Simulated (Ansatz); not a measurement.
**WC: energy along a strain**

WC, P-6m2, a = 2.922 Å, c = 2.847 Å. Ansatz: PBE, PAW, 420 eV, Γ-centred 24×24×22 mesh on 2 atoms, Gaussian smearing 0.15 eV; no spin polarisation. Cell vectors (Å): 2.922 0.000 0.000; -1.461 2.530 0.000; 0.000 0.000 2.847. The cell is strained by x per cent times the pattern (0 1 0 0 0 0) in the order xx yy zz yz xz xy (engineering shears), with fractional coordinates held. y is the free energy over the start, V0 = 10.524 Å³/atom.

```
x (%) y (meV/atom)
-4.00             ?
-2.00          9.93
 0.00          0.00
 1.00          2.21
 3.00         19.49
 4.00         34.02
```

Task: Fit y = c1 x + c2 x² + c3 x³ to the other rows, get the stiffness along the pattern, and predict the missing energy.

Result: Least squares on the rows shown. y = −0.092400 x + 2.3404 x² − 0.047810 x³. The clamped-ion stiffness p·C·p = 2 × 23.40 eV × 160.2 / 10.524 Å³ = 713 GPa, which is C22 in these axes; c1 is there for the stress left in the start, which by itself gives a slope of -0.08 meV/atom per %. At x = -4.00 the fit asked for gives 40.88 meV/atom. The run gave 41.05 meV/atom, so the fit is 0.17 meV/atom too low, 0.41 % of the span of the series, against an rms of 0.006 meV/atom on the fitted rows. The row lies outside the fitted range. With a term in x⁴ added, a fit to the same known rows (none to spare) predicts 41.20 meV/atom, which misses by about as much or more on the other side: the known rows don't fix the higher terms.

Spin–orbit coupling is left out, which can shift energies with elements as heavy as these.